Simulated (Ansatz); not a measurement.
# Au: the cost of one run

Computed with Ansatz 0.2.0 (DFT r2SCAN, scalar-relativistic, plane waves, PAW, unless a step's input says otherwise).

This is Au in the bcc structure; at room conditions it is fcc.

1 further run of the same task is left out (set aside as unsound or not needed).

## Step 1: The starting structure

It takes space group Im-3m (No. 229, cubic). The conventional cell has a = 3.275 Å, b = 3.275 Å, c = 3.275 Å, α = 90.00°, β = 90.00°, γ = 90.00°. Au (site symmetry m-3m) has 8 Au at 2.84 Å as nearest neighbours.

Coordinates:

```xyz
1
Lattice="-1.6377 1.6377 1.6377 1.6377 -1.6377 1.6377 1.6377 1.6377 -1.6377" Properties=species:S:1:pos:R:3 pbc="T T T"
Au    0.0000    0.0000    0.0000
```

It goes back to an entry of the Materials Project, which need not be the stable form.

This cell was relaxed beforehand with the same method: volume 17.57 Å³/atom, gap on the mesh none (metal).

## Step 2: Bands, states and charges

Input file input.yaml:

```yaml
crystal:
  lattice:
    - [-1.637687982, 1.637687982, 1.637687982]
    - [1.637687982, -1.637687982, 1.637687982]
    - [1.637687982, 1.637687982, -1.637687982]
  atoms:
    - { symbol: Au, position: [0.0, 0.0, 0.0] }
basis:
  ecutwfc: 500
kpoints:
  mp_grid: { grid: [18, 18, 18] }
  band_path:
    path:
      - [[0.0, 0.0, 0.0], [0.5, -0.5, 0.5], [0.0, 0.0, 0.5], [0.0, 0.0, 0.0], [0.25, 0.25, 0.25], [0.5, -0.5, 0.5]]
      - [[0.25, 0.25, 0.25], [0.0, 0.0, 0.5]]
    npoints: 14
hamiltonian:
  xc: r2scan
scf:
  occupations: { method: gaussian, width: 0.1 }
  n_extra_bands: 6
output:
  forces: true
  stress: true
  eigenvalues: true
  populations: true
  dos: { projected: true, de: 0.02, nscf_kmesh: { grid: [27, 27, 27] } }
  bader: true
  write_density: true
  write_potential: true
  elf: true
  volumetric_format: npy
```

Run with:

```bash
ansatz run input.yaml --threads 1 --pin off --max-ram 2560MiB --backend cpu --events-out ev --progress --plain --runs-dir out
```

**Question.** How long does this run take on 1 thread of Arm Neoverse V2, shared host, and how much memory does it need?

About 23 s, with a peak of 0.4 GiB.
